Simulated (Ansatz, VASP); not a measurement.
## WC (Qusongite) in VASP and in Ansatz

Contents of INCAR:

```
SYSTEM = WC
PREC = Accurate
ENCUT = 600
EDIFF = 1E-6
ISMEAR = -1
SIGMA = 0.05
LREAL = .FALSE.
LASPH = .TRUE.
NELM = 100
ALGO = Normal
ISIF = 3
LWAVE = .FALSE.
LCHARG = .FALSE.
GGA = B5
ALDAX = 1.0
AGGAX = 1.0
AGGAC = 1.0
ALDAC = 0.0
IVDW = 12
VDW_S6 = 1.0
VDW_S8 = 2.6996
VDW_A1 = 0.4298
VDW_A2 = 4.2359
IBRION = 2
NSW = 80
EDIFFG = -0.02
```

The input KPOINTS:

```
Automatic mesh
0
G
  10 10 9
  0 0 0
```

POSCAR

```
WC
1.0
    2.9065000000      0.0000000000      0.0000000000
   -1.4532500000      2.5171028361      0.0000000000
    0.0000000000      0.0000000000      2.8366000000
W C
1 1
Direct
    0.0000000000      0.0000000000      0.0000000000
    0.6666666667      0.3333333333      0.5000000000
```

File input.yaml:

```yaml
crystal:
  lattice:
    - [2.9065, 0.0, 0.0]
    - [-1.45325, 2.5171028361, 0.0]
    - [0.0, 0.0, 2.8366]
  atoms:
    - { symbol: W, position: [0.0, 0.0, 0.0] }
    - { symbol: C, position: [0.6666666667, 0.3333333333, 0.5] }
kpoints:
  mp_grid: { grid: [10, 10, 9] }
scf:
  occupations: { method: fermi_dirac, width: 0.05 }
hamiltonian:
  xc: blyp
  dispersion: d3bj
  pseudopotentials: { kind: all_electron, lapw: { basis_error: 0.001 } }
output:
  forces: true
  stress: true
relax:
  f_tol: 0.02
  max_steps: 60
  cell: {}
```

Alike in both runs: task relaxation of cell and atoms; functional BLYP; dispersion D3(BJ); k mesh 10 × 10 × 9; occupations fermi-dirac, width 0.05 eV; no spin polarisation.

```csv
,VASP,Ansatz
version,VASP 6.6.1,Ansatz 0.2.0
potentials or method,"VASP PAW PBE potentials, release 64 (W_sv, C)","all-electron LAPW, scalar-relativistic"
plane-wave cutoff (eV),600,see its input
```

VASP gave:

| Quantity | Value |
| --- | --- |
| relaxed volume (Å³/atom) | 10.48 |
| relaxed cell length with the largest relative difference (Å) | 2.844 |
| energy change over the relaxation (meV/atom) | -1 |

Question: What did Ansatz give for the same quantities?

Answer: Relaxed volume (Å³/atom): 10.42; relaxed cell length with the largest relative difference (Å): 2.838; energy change over the relaxation (meV/atom): 0.

Ansatz ran all-electron here, so the differences hold the error of VASP's frozen core and of both bases.

Caveats: the PAW data sets were made with another functional, which shifts forces and pressure a little (VASP); pairwise dispersion overbinds metals, which lowers pressure and volume (VASP). The runs have no spin-orbit coupling, so splittings on W are missing. Zero-point motion and thermal expansion aren't in these numbers.
